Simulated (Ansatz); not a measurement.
# Dielectric response of ZnS (10-10) films

Aim: the electronic and static ε of wurtzite ZnS (10-10) from films of three thicknesses in a field.

Method: plane-wave DFT, PBE, Ansatz PAW (set soft_1); PAW set soft_1, in the first sound run; inputs show where later runs differ, in Ansatz 0.2.0.

## 1. The starting structure

The cell holds 12 atoms: 6 Zn and 6 S. Its edges and angles: a = 3.820 Å, b = 6.260 Å, c = 25.719 Å, α = 90.0°, β = 90.0°, γ = 90.0°. It derives from ZnS (wurtzite ZnS). Vacuum lies along c.

## 2. Relaxing the film, 12 atoms, units 3

The structure is relaxed first, because levels and dipoles at a surface follow the positions of the outer atoms.

input.yaml

```yaml
crystal:
  lattice:
    - [3.82, 0.0, 0.0]
    - [0.0, 6.26, 0.0]
    - [0.0, 0.0, 25.7191730991]
  atoms:
    - { symbol: Zn, position: [0.0, 0.0, 0.3499334899] }
    - { symbol: S, position: [0.0, 0.375, 0.3499334899] }
    - { symbol: Zn, position: [0.5, 0.5, 0.3928096356] }
    - { symbol: S, position: [0.5, 0.875, 0.3928096356] }
    - { symbol: Zn, position: [0.5, 0.0, 0.4785619271] }
    - { symbol: S, position: [0.5, 0.375, 0.4785619271] }
    - { symbol: Zn, position: [0.0, 0.5, 0.5214380729] }
    - { symbol: S, position: [0.0, 0.875, 0.5214380729] }
    - { symbol: Zn, position: [0.0, 0.0, 0.6071903644] }
    - { symbol: S, position: [0.0, 0.375, 0.6071903644] }
    - { symbol: Zn, position: [0.5, 0.5, 0.6500665101] }
    - { symbol: S, position: [0.5, 0.875, 0.6500665101] }
kpoints:
  mp_grid: { grid: [8, 4, 1] }
hamiltonian:
  xc: pbe
  pseudopotentials: { kind: paw, azcp: { folder: soft_1 } }
scf:
  occupations: { method: fixed }
  convergence: { dr2_threshold: 1.0e-09 }
efield:
  axis: 3
  dipole_correction: true
  ramp_position: 0.97
  ramp_width: 0.06
relax:
  f_tol: 0.003
  max_steps: 100
output:
  write_potential: true
  write_density: true
  volumetric_format: npy
```

Started as:

```
> ansatz run input.yaml --threads 4 --pin off --max-ram 8192MiB --backend cpu --events-out ev --progress --plain --runs-dir out
```

Numbers of over 12 decimals in the logs are rounded to 6 here.

The log of the run:

```text
Engine: ansatz 0.2.0, aarch64-unknown-linux-gnu
Pseudopotentials: kind: paw
Pseudopotential: Zn, paw, valence charge 12, recommended cutoff 420 eV (normal), soft_1/Zn.paw.azcp
Pseudopotential: S, paw, valence charge 6, recommended cutoff 420 eV (normal), soft_1/S.paw.azcp
Functional definition: PBE
  parameter kappa = 0.804
  parameter beta = 0.066725
  exchange = pbe_x(kappa = kappa, mu = beta*pi^2/3)
  correlation = pbe_c(beta = beta)
Crystal: 12 atoms, lattice volume = 615.028 Å³
Basis set: ecut = 420 eV, 12077 PW (Γ), exchange–correlation on 54×90×360 points (8 copies of the dense FFT grid, shifted against one another)
Bands: 66, of which v1, the nominal top of the filled ones, is band 54 counted from 1 (53 counted from 0)
Symmetry: 2 space group operations
k-points: 15 of 32 (time reversal used)
Non-local potential: Zn, projectors of the file, l = 0: 2, l = 1: 2, l = 2: 3, l = 3: 1
Non-local potential: S, projectors of the file, l = 0: 2, l = 1: 2, l = 2: 1
PAW form: soft (Blöchl's): semilocal exchange-correlation on the pseudo side does not see the compensation charge
PAW one-centre angular grid: Zn, 590 points (default); XC on 64 Gauss nodes
PAW one-centre angular grid: S, 110 points (default); XC on 64 Gauss nodes
Initial density: superposition of atomic densities (neutral atoms: chi_scale 0, normalization atom)
Initial wavefunctions: pseudopotential atomic-orbital guess
Functional: x = pbe(κ = 0.804, μ = 0.219515), c = pbe(β = 0.066725)
SCF iter   1: F=—  HF=-25337.784428 eV  |F-HF|=—  |Δ(HF+E_count)|=         —  Δρ=3.09e-2  dr2=1.13e1  ethr=3.10e-3  p=-0.000 e·Å  D=-3.18e-15 V/Å  ΔV_dip=0.00 eV  dr2_dipole=1.33e-11  V_vac-E_F(+/−)=6.62/6.62 eV  ⟨swp⟩=6.7  Hψ=4496  notcnv=0  defer=144
efield: sawtooth ramp at fractional position 0.9700 (set: `efield.ramp_position`, or a place that a band, a saddle search or an elastic batch's reference lends), width 0.0600; the density the first Hamiltonian is built on has a dipole p = -0.000 e·Å; the dipole correction subtracts the counter field D = -3.18e-15 V/Å, which shifts the + side's vacuum level by +0.00 eV against the − side's; the planar-averaged density in the ramp window peaks in size at 5.0e-6 e/Å³
preconditioner: auto → Resta (q_TF=auto, 2.042 Å⁻¹)  ε∞=3.4  [insulator: Δε(μ)=2.338 eV  Ē_g=10.013 eV  n_scr=90 (ndim 8)  ℏωp=15.6 eV  f_vac=0.572  ε∞_Penn≈3.4  vacuum switching on, ρ_ref=7.3e-3 e/Å³]
SCF iter   2: F=—  HF=-25334.500166 eV  |F-HF|=—  |Δ(HF+E_count)|=    3.28e0  Δρ=1.65e-2  dr2=1.19e0  ethr=3.10e-3  p=-0.000 e·Å  D=-1.42e-5 V/Å  ΔV_dip=0.00 eV  dr2_dipole=1.04e-8  V_vac-E_F(+/−)=5.75/5.75 eV  ⟨swp⟩=3.3  Hψ=2037  notcnv=0  defer=149  κ⁻¹=1.0e0(r=1)
SCF iter   3: F=—  HF=-25334.233961 eV  |F-HF|=—  |Δ(HF+E_count)|=   2.66e-1  Δρ=6.65e-3  dr2=2.50e-1  ethr=1.11e-3  p=-0.000 e·Å  D=-1.60e-5 V/Å  ΔV_dip=0.00 eV  dr2_dipole=1.47e-8  V_vac-E_F(+/−)=5.32/5.32 eV  ⟨swp⟩=3.0  Hψ=1897  notcnv=0  defer=150
density mixer auto → msr1: gapped (density of states about μ 0.03 of a free-electron gas's, 90 screened modes)
SCF iter   4: F=—  HF=-25334.191372 eV  |F-HF|=—  |Δ(HF+E_count)|=   4.26e-2  Δρ=3.93e-3  dr2=5.35e-2  ethr=2.32e-4  p=-0.000 e·Å  D=-1.84e-6 V/Å  ΔV_dip=0.00 eV  dr2_dipole=2.37e-11  V_vac-E_F(+/−)=5.27/5.27 eV  ⟨swp⟩=3.0  Hψ=1695  notcnv=0  defer=150
SCF iter   5: F=—  HF=-25334.201933 eV  |F-HF|=—  |Δ(HF+E_count)|=   1.06e-2  Δρ=8.08e-4  dr2=3.18e-3  ethr=4.95e-5  p=-0.000 e·Å  D=-7.12e-6 V/Å  ΔV_dip=0.00 eV  dr2_dipole=2.66e-9  V_vac-E_F(+/−)=5.23/5.23 eV  ⟨swp⟩=3.0  Hψ=1950  notcnv=0  defer=150
SCF iter   6: F=—  HF=-25334.203010 eV  |F-HF|=—  |Δ(HF+E_count)|=   1.08e-3  Δρ=5.63e-4  dr2=1.09e-3  ethr=2.95e-6  p=0.000 e·Å  D=3.74e-6 V/Å  ΔV_dip=-0.00 eV  dr2_dipole=1.11e-9  V_vac-E_F(+/−)=5.20/5.20 eV  ⟨swp⟩=2.0  Hψ=1665  notcnv=0  defer=150
SCF iter   7: F=—  HF=-25334.202656 eV  |F-HF|=—  |Δ(HF+E_count)|=   3.54e-4  Δρ=1.19e-4  dr2=6.39e-5  ethr=1.01e-6  p=0.000 e·Å  D=1.14e-6 V/Å  ΔV_dip=-0.00 eV  dr2_dipole=1.26e-10  V_vac-E_F(+/−)=5.19/5.19 eV  ⟨swp⟩=2.0  Hψ=1665  notcnv=0  defer=150
SCF iter   8: F=—  HF=-25334.202738 eV  |F-HF|=—  |Δ(HF+E_count)|=   8.18e-5  Δρ=4.73e-5  dr2=2.24e-5  ethr=5.92e-8  p=-0.000 e·Å  D=-3.45e-6 V/Å  ΔV_dip=0.00 eV  dr2_dipole=8.42e-10  V_vac-E_F(+/−)=5.19/5.19 eV  ⟨swp⟩=2.0  Hψ=1683  notcnv=0  defer=150
SCF iter   9: F=—  HF=-25334.202746 eV  |F-HF|=—  |Δ(HF+E_count)|=   8.35e-6  Δρ=1.54e-5  dr2=1.19e-6  ethr=2.07e-8  p=0.000 e·Å  D=1.96e-6 V/Å  ΔV_dip=-0.00 eV  dr2_dipole=2.73e-10  V_vac-E_F(+/−)=5.18/5.18 eV  ⟨swp⟩=2.0  Hψ=1615  notcnv=0  defer=150
SCF iter  10: F=—  HF=-25334.202592 eV  |F-HF|=—  |Δ(HF+E_count)|=   1.54e-4  Δρ=1.07e-5  dr2=4.02e-7  ethr=1.10e-9  p=-0.000 e·Å  D=-3.09e-7 V/Å  ΔV_dip=0.00 eV  dr2_dipole=6.48e-12  V_vac-E_F(+/−)=5.18/5.18 eV  ⟨swp⟩=2.0  Hψ=1758  notcnv=0  defer=147
SCF iter  11: F=—  HF=-25334.202592 eV  |F-HF|=—  |Δ(HF+E_count)|=   8.15e-8  Δρ=2.91e-6  dr2=3.93e-8  ethr=3.72e-10  p=-0.000 e·Å  D=-1.97e-7 V/Å  ΔV_dip=0.00 eV  dr2_dipole=2.94e-12  V_vac-E_F(+/−)=5.18/5.18 eV  ⟨swp⟩=2.0  Hψ=1577  notcnv=0  defer=147
SCF iter  12: F=—  HF=-25334.202592 eV  |F-HF|=—  |Δ(HF+E_count)|=   6.33e-8  Δρ=9.67e-7  dr2=7.46e-9  ethr=3.64e-11  p=0.000 e·Å  D=3.54e-7 V/Å  ΔV_dip=-0.00 eV  dr2_dipole=9.77e-12  V_vac-E_F(+/−)=5.18/5.18 eV  ⟨swp⟩=2.0  Hψ=1695  notcnv=0  defer=147
SCF iter  13: F=-25334.202592 eV  HF=-25334.202592 eV  |F-HF|=7.64e-11  |Δ(HF+E_count)|=   1.06e-8  Δρ=2.21e-7  dr2=4.65e-10  ethr=1.00e-12  p=-0.000 e·Å  D=-2.24e-7 V/Å  ΔV_dip=0.00 eV  dr2_dipole=4.42e-12  V_vac-E_F(+/−)=5.18/5.18 eV  ⟨swp⟩=8.8  Hψ=7575  notcnv=0
SCF 1 converged in 13 iterations: F = -25334.202592 eV  dr2 = 4.65e-10
  greatest PAW one-centre occupation: 0.986 electrons in one spin orbital (limit 2), on the Zn atom at site 10 (counted from 0), in its partial waves of l = 2
relax step   1: F+E_penalty+E_count = -25334.20259159 eV  Δ(F+E_penalty+E_count) = +0.000e0 eV  max|allowed force component| = 1.157e0 eV/Å  Δτ_max = 0.0000 Å  (13 SCF iters, accepted)
Initial density: handed on by an earlier stage of this run
Initial wavefunctions: those handed on with the density
iter 1 solved again at ethr=1.39e-4 eV; its pass at ethr=3.10e-3 eV (dr2=1.50e-1 eV) is discarded
SCF iter   1: F=—  HF=-25334.890804 eV  |F-HF|=—  |Δ(HF+E_count)|=         —  Δρ=3.88e-3  dr2=1.44e-1  ethr=1.39e-4  p=-0.000 e·Å  D=-2.24e-7 V/Å  ΔV_dip=0.00 eV  dr2_dipole=1.09e-10  V_vac-E_F(+/−)=5.20/5.20 eV  ⟨swp⟩=2.0  Hψ=4201  notcnv=0  defer=150
[...]
SCF 3 converged in 11 iterations: F = -25335.175489 eV  dr2 = 3.29e-10
  greatest PAW one-centre occupation: 0.985 electrons in one spin orbital (limit 2), on the Zn atom at site 0 (counted from 0), in its partial waves of l = 2
relax step   3: F+E_penalty+E_count = -25335.17548916 eV  Δ(F+E_penalty+E_count) = -3.108e-1 eV  max|allowed force component| = 3.153e-1 eV/Å  Δτ_max = 0.1949 Å  (11 SCF iters, accepted)
[...]
relax step   4: F+E_penalty+E_count = -25335.23557549 eV  Δ(F+E_penalty+E_count) = -6.009e-2 eV  max|allowed force component| = 8.060e-2 eV/Å  Δτ_max = 0.1525 Å  (10 SCF iters, accepted)
[...]
relax step   5: F+E_penalty+E_count = -25335.24082879 eV  Δ(F+E_penalty+E_count) = -5.253e-3 eV  max|allowed force component| = 3.480e-2 eV/Å  Δτ_max = 0.0500 Å  (10 SCF iters, accepted)
[...]
relax step   6: F+E_penalty+E_count = -25335.24241860 eV  Δ(F+E_penalty+E_count) = -1.590e-3 eV  max|allowed force component| = 1.938e-2 eV/Å  Δτ_max = 0.0184 Å  (9 SCF iters, accepted)
[...]
relax step   7: F+E_penalty+E_count = -25335.24262711 eV  Δ(F+E_penalty+E_count) = -2.085e-4 eV  max|allowed force component| = 6.533e-3 eV/Å  Δτ_max = 0.0050 Å  (7 SCF iters, accepted)
SCF iter   1: F=—  HF=-25335.242796 eV  |F-HF|=—  |Δ(HF+E_count)|=         —  Δρ=2.52e-5  dr2=5.19e-6  ethr=3.78e-8  p=0.000 e·Å  D=4.42e-9 V/Å  ΔV_dip=-0.00 eV  dr2_dipole=4.20e-14  V_vac-E_F(+/−)=5.97/5.97 eV  ⟨swp⟩=3.1  Hψ=2519  notcnv=0  defer=150
efield: sawtooth ramp at fractional position 0.9700 (set: `efield.ramp_position`, or a place that a band, a saddle search or an elastic batch's reference lends), width 0.0600; the density the first Hamiltonian is built on has a dipole p = 0.000 e·Å; the dipole correction subtracts the counter field D = 4.42e-9 V/Å, which shifts the + side's vacuum level by -0.00 eV against the − side's; the planar-averaged density in the ramp window peaks in size at 2.4e-6 e/Å³
SCF iter   2: F=—  HF=-25335.242639 eV  |F-HF|=—  |Δ(HF+E_count)|=   1.57e-4  Δρ=1.38e-5  dr2=1.16e-6  ethr=4.81e-9  p=-0.000 e·Å  D=-1.77e-8 V/Å  ΔV_dip=0.00 eV  dr2_dipole=1.81e-18  V_vac-E_F(+/−)=5.97/5.97 eV  ⟨swp⟩=2.0  Hψ=1568  notcnv=0  defer=78  κ⁻¹=1.0e0(r=1)
density mixer auto → broyden: gapped, where msr1 would fit the directions that read negative (density of states about μ 0.01 of a free-electron gas's, 90 screened modes)
SCF iter   3: F=—  HF=-25335.242639 eV  |F-HF|=—  |Δ(HF+E_count)|=   1.56e-7  Δρ=5.10e-6  dr2=1.60e-7  ethr=1.08e-9  p=-0.000 e·Å  D=-1.39e-8 V/Å  ΔV_dip=0.00 eV  dr2_dipole=2.11e-16  V_vac-E_F(+/−)=5.97/5.97 eV  ⟨swp⟩=2.5  Hψ=1448  notcnv=0  defer=78  κ⁻¹=7.6e-2(r=2)
SCF iter   4: F=—  HF=-25335.242639 eV  |F-HF|=—  |Δ(HF+E_count)|=   1.20e-8  Δρ=1.78e-6  dr2=1.76e-8  ethr=1.48e-10  p=-0.000 e·Å  D=-1.13e-8 V/Å  ΔV_dip=0.00 eV  dr2_dipole=6.47e-15  V_vac-E_F(+/−)=5.97/5.97 eV  ⟨swp⟩=2.5  Hψ=1751  notcnv=0  defer=78  κ⁻¹=2.2e-2(r=3)
SCF iter   5: F=—  HF=-25335.242639 eV  |F-HF|=—  |Δ(HF+E_count)|=   6.02e-9  Δρ=6.53e-7  dr2=2.26e-9  ethr=1.63e-11  p=-0.000 e·Å  D=-6.86e-10 V/Å  ΔV_dip=0.00 eV  dr2_dipole=2.93e-16  V_vac-E_F(+/−)=5.97/5.97 eV  ⟨swp⟩=2.0  Hψ=1623  notcnv=0  defer=78  κ⁻¹=3.2e-3(r=4)
SCF iter   6: F=-25335.242639 eV  HF=-25335.242639 eV  |F-HF|=6.11e-10  |Δ(HF+E_count)|=   2.92e-9  Δρ=3.33e-7  dr2=4.98e-10  ethr=1.00e-12  p=-0.000 e·Å  D=-1.46e-9 V/Å  ΔV_dip=0.00 eV  dr2_dipole=1.71e-16  V_vac-E_F(+/−)=5.97/5.97 eV  ⟨swp⟩=8.0  Hψ=6597  notcnv=0
SCF 8 converged in 6 iterations: F = -25335.242639 eV  dr2 = 4.98e-10
relax step   8: F+E_penalty+E_count = -25335.24263869 eV  Δ(F+E_penalty+E_count) = -1.159e-5 eV  max|allowed force component| = 9.623e-4 eV/Å  Δτ_max = 0.0011 Å  (6 SCF iters, accepted)
NSCF: frozen V_eff on 15 k-points
the band table was solved once a step of the walk had ended and its energy, with any forces and stress, was formed, with the checks that follow a solve (5963 applications of the Hamiltonian). They found nothing against the state; the energy, forces and stress were not computed again (output.eigenvalues in the input reference)
SCF converged after 6 iterations
Stability not checked: this state was not tested for a lower state beside it, because the mixer in use, unlike msr1, does not test its closes by its own steps (another_mixer; see scf.mixing.algorithm and scf.lower_state_search)
Free energy (F): -25335.242639 eV
Harris-Foulkes:  -25335.242639 eV  (|F-HF|=6.11e-10)
Internal energy: -25335.242639 eV  (E = F + TS)
E sigma→0 (E₀):  -25335.242639 eV
Fermi energy:    -1.427534 eV
Dipole field:    D = -0.000000 V/Å  (p = -0.000000 e·Å, saw-weighted, corrected)
Work function:   Φ+ = 5.9723 eV   Φ− = 5.9723 eV
Levels:          The Fermi level and band energies are counted from a zero that moves with the ramp; work functions are not
--- Per-component energies (eV) ---
  E_band       = -746.514441
  E_kinetic    = 1513.997808
  E_local      = -89540.366845  (includes V_loc(G=0)·N_el)
  E_nonlocal   = 5128.347769
  E_hartree    = 42764.415662
  E_xc         = -1001.347435
  E_vxc        = -798.456652  (∫ρ·V_xc dr)
  E_paw        = -15038.265476  (= ΣΔE_a)
  E_vpaw       = -2578.865520  (= ΣTr[D̂ρ^β])
  E_aug_tail   = -0.001503  (compensation charges beyond the density's cutoff)
  E_efield     = 0.000000  (sawtooth field / dipole correction)
  E_vefield    = -0.000000  (∫n·V_field dr)
  E_ewald      = 30837.977381
  E_smearing   = -0.000000  (= −TS)
  E_closure    = -0.000000  (closes the sum)
  Σ components = -25335.242639   (vs F -25335.242639, Δ=0.00e0)
--- Forces (eV/Å), atoms counted from 1 ---
  atom   1  Zn    -0.00000000    -0.00079114     0.00016245
  atom   2  S      0.00000000     0.00008981    -0.00046669
  atom   3  Zn    -0.00000000     0.00096158     0.00076503
  atom   4  S      0.00000000    -0.00020924     0.00013463
  atom   5  Zn    -0.00000000    -0.00002979    -0.00032784
  atom   6  S      0.00000000    -0.00002569    -0.00080148
  atom   7  Zn    -0.00000000    -0.00002976     0.00032799
  atom   8  S      0.00000000    -0.00002566     0.00080131
  atom   9  Zn    -0.00000000     0.00096160    -0.00076494
  atom  10  S      0.00000000    -0.00020924    -0.00013470
  atom  11  Zn    -0.00000000    -0.00079115    -0.00016245
  atom  12  S      0.00000000     0.00008981     0.00046668
  max |Σ_I F_I| component: 8.88e-6 eV/Å
--- Band table (eV; the first three rows and the last of 15) ---
  k-point 0: bands = [... 50 lower, -1.9805, -1.7312, -1.6163, -1.4275, 0.8164, 1.4858, 2.0020, 2.3517, ... 8 higher]
  k-point 1: bands = [... 50 lower, -1.9818, -1.9199, -1.7899, -1.5870, 1.5006, 1.6942, 2.0117, 2.0766, ... 8 higher]
  k-point 2: bands = [... 50 lower, -1.9941, -1.9941, -1.8915, -1.8915, 1.8902, 1.8902, 2.1108, 2.1108, ... 8 higher]
  k-point 14: bands = [... 50 lower, -2.8785, -2.8785, -2.5955, -2.5955, 2.0304, 2.0304, 2.4531, 2.4531, ... 8 higher]
--- Relaxed structure (8 steps of the walk, 8 accepted, 0 SCFs on fresh bases) ---
  F+E_penalty+E_count = -25335.24263869 eV   max|allowed force component| = 9.623e-4 eV/Å
  atoms:
    - { symbol: Zn, position: [1.391141237370949e-17, 0.043716, 0.368544] }
    - { symbol: S, position: [-6.701929107933315e-18, 0.379734, 0.340968] }
    - { symbol: Zn, position: [0.5, 0.481549, 0.385900] }
    - { symbol: S, position: [0.5, 0.865090, 0.393222] }
    - { symbol: Zn, position: [0.5, -0.010707, 0.481476] }
    - { symbol: S, position: [0.5, 0.365617, 0.475595] }
    - { symbol: Zn, position: [-2.178179212616199e-18, 0.489293, 0.518524] }
    - { symbol: S, position: [2.217492498751862e-18, 0.865617, 0.524405] }
    - { symbol: Zn, position: [5.16495916619044e-18, -0.018451, 0.614100] }
    - { symbol: S, position: [-3.0854335420835173e-19, 0.365090, 0.606778] }
    - { symbol: Zn, position: [0.5, 0.543716, 0.631456] }
    - { symbol: S, position: [0.5, 0.879734, 0.659032] }
```

It took 2.2 min on 4 threads of Arm Neoverse V1, shared host; peak memory 1.3 GiB; 8.8 min of CPU time.

Step by step:

```csv
step,energy less that of the first step (eV),largest force component (eV/Å)
1,0.0000,1.1567
2,-0.6621,0.7142
3,-0.9729,0.3153
4,-1.0330,0.0806
5,-1.0382,0.0348
6,-1.0398,0.0194
7,-1.0400,0.0065
8,-1.0400,0.0010
```

Forces are held to the 2 operations that the run works with; a distortion that breaks them can't arise in this run.

The atoms that moved most (Å):

```csv
atom,dx,dy,dz,length
Zn11,0.000,0.274,-0.479,0.551
Zn1,0.000,0.274,0.479,0.551
S2,0.000,0.030,-0.231,0.232
S12,0.000,0.030,0.231,0.232
Zn3,0.000,-0.116,-0.178,0.212
Zn9,0.000,-0.116,0.178,0.212
Zn7,0.000,-0.067,-0.075,0.101
Zn5,0.000,-0.067,0.075,0.101
```

The relaxed structure:

```cif
data_structure
_symmetry_space_group_name_H-M 'P 1'
_symmetry_Int_Tables_number 1
_cell_length_a 3.8200
_cell_length_b 6.2600
_cell_length_c 25.7192
_cell_angle_alpha 90.000
_cell_angle_beta 90.000
_cell_angle_gamma 90.000
_cell_volume 615.03
loop_
_atom_site_label
_atom_site_type_symbol
_atom_site_fract_x
_atom_site_fract_y
_atom_site_fract_z
_atom_site_occupancy
Zn1 Zn 0.00000 0.04372 0.36854 1
S2 S 0.00000 0.37973 0.34097 1
Zn3 Zn 0.50000 0.48155 0.38590 1
S4 S 0.50000 0.86509 0.39322 1
Zn5 Zn 0.50000 0.98929 0.48148 1
S6 S 0.50000 0.36562 0.47560 1
Zn7 Zn 0.00000 0.48929 0.51852 1
S8 S 0.00000 0.86562 0.52440 1
Zn9 Zn 0.00000 0.98155 0.61410 1
S10 S 0.00000 0.36509 0.60678 1
Zn11 Zn 0.50000 0.54372 0.63146 1
S12 S 0.50000 0.87973 0.65903 1
```

This step gave:

- gap on the k-mesh: 2.244 eV
- dipole along the normal: -3.90e-8 e·Å
- ionisation energy, upper face: 5.972 eV
- electron affinity, upper face: 3.728 eV

Running mean over 3.308 Å of the planar mean; the ramp of the sawtooth is left out. Table of electron's electrostatic potential energy less the highest filled level by z:

```csv
z (Å),electron's electrostatic potential energy less the highest filled level (eV)
3.5,5.97
4.0,5.97
4.5,5.97
5.0,5.97
5.5,5.96
6.0,5.90
6.5,5.63
7.0,4.83
7.5,3.41
8.0,1.29
8.5,-1.03
9.0,-2.55
9.5,-3.05
10.0,-3.18
10.5,-3.52
11.0,-3.73
11.5,-3.39
12.0,-3.14
12.5,-3.22
13.0,-3.24
13.5,-3.16
14.0,-3.22
14.5,-3.63
15.0,-3.68
15.5,-3.29
16.0,-3.13
16.5,-2.85
17.0,-1.83
17.5,0.224
18.0,2.56
18.5,4.29
19.0,5.35
19.5,5.83
20.0,5.94
20.5,5.96
21.0,5.97
21.5,5.97
22.0,5.97
22.5,5.97
```

The relaxation took 8 steps and lowered the energy by 1.0 eV; the largest force on the free atoms ends at 9.6e-4 eV/Å.

The gap is 2.24 eV, with the valence edge 5.97 eV and the conduction edge 3.73 eV under the upper vacuum level.

(Part 1 of 5 ends here.)

[Logs are printed without paths, hosts, clocks, repeated set-up lines and the standing remarks that a program may print on its own settings, such as how far it seeks lower states.]

[Hosts, paths, dates, database ids (printed as entryN), source tags and the programs' standing remarks are cut or masked in the printed files.]

[Maps of the electrostatic potential energy from Ansatz leave out the sawtooth potential of an applied field or a dipole correction, so their vacuum need not be flat; planar profiles and work functions include it.]
